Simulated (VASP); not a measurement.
**GaSe: relaxation of cell and atoms with PBE+D3(BJ)**

Crystal: GaSe.

```
Ga Se
1.0
     3.77098    0.00000    0.00000
    -1.88549    3.26576    0.00000
     0.00000    0.00000   15.97129
Ga Se
4 4
Direct
  0.33333 0.66667 0.17344
  0.66667 0.33333 0.67344
  0.33333 0.66667 0.32656
  0.66667 0.33333 0.82656
  0.33333 0.66667 0.59951
  0.66667 0.33333 0.09951
  0.33333 0.66667 0.90049
  0.66667 0.33333 0.40049
```

```
Program                : VASP 6.6.1
Task                   : relaxation of cell and atoms
Functional             : PBE
Dispersion             : D3(BJ)
Potentials or basis    : VASP PAW PBE potentials, release 64 (Ga_d, Se)
Cutoff                 : 600 eV
k mesh                 : 12 × 12 × 2
Occupations            : gaussian, width 0.03 eV
Spin                   : no spin polarisation
Further INCAR settings : ALGO = Normal; EDIFF = 1e-07; IBRION = 2; EDIFFG = -0.005; NSW = 90; ISIF = 3
```

| Property | Result |
| --- | --- |
| Relaxed volume | 24.58 Å³/atom |
| Relaxed cell | a = 3.771 Å, b = 3.771 Å, c = 15.967 Å, α = 90.00°, β = 90.00°, γ = 120.00° |
| Space group after relaxing (to 0.05 Å) | P6_3/mmc (No. 194) |
| Energy gained by relaxing | 0.0 meV/atom |
| Ionic steps | 2 |
| Pressure after relaxing | 0.0 GPa |
| Band gap on the k mesh | 0.85 eV, direct |
| Dispersion energy per atom | -0.290 eV |

Final structure:
```cif
data_structure
_symmetry_space_group_name_H-M 'P 1'
_symmetry_Int_Tables_number 1
_cell_length_a 3.7710
_cell_length_b 3.7710
_cell_length_c 15.9667
_cell_angle_alpha 90.000
_cell_angle_beta 90.000
_cell_angle_gamma 120.000
_cell_volume 196.63
loop_
_atom_site_label
_atom_site_type_symbol
_atom_site_fract_x
_atom_site_fract_y
_atom_site_fract_z
_atom_site_occupancy
Ga1 Ga 0.33333 0.66667 0.17346 1
Ga2 Ga 0.66667 0.33333 0.67346 1
Ga3 Ga 0.33333 0.66667 0.32654 1
Ga4 Ga 0.66667 0.33333 0.82654 1
Se1 Se 0.33333 0.66667 0.59951 1
Se2 Se 0.66667 0.33333 0.09951 1
Se3 Se 0.33333 0.66667 0.90049 1
Se4 Se 0.66667 0.33333 0.40049 1
```

Levels at points of the mesh, in eV from the valence-band top:
```
           k point  band 36  band 37  band 38  band 39  band 40  band 41
(0.00, 0.00, 0.00)    -1.20    -1.20     0.00     0.85     1.86     2.12
(0.50, 0.00, 0.00)    -2.36    -2.28    -1.85     1.01     1.25     1.79
(0.00, 0.00, 0.50)    -1.24    -0.90    -0.90     1.51     1.51     2.17
(0.50, 0.00, 0.50)    -2.43    -2.16    -2.16     1.35     1.35     1.57
```

It took 3.6 min on 4 MPI ranks on Intel(R) Xeon(R) Platinum 8259CL CPU @ 2.50GHz (Skylake/Cascade Lake) (shared host), peak memory 0.57 GiB a rank.

A k mesh can miss the band edges. As with any semilocal functional, this PBE gap is likely too small.
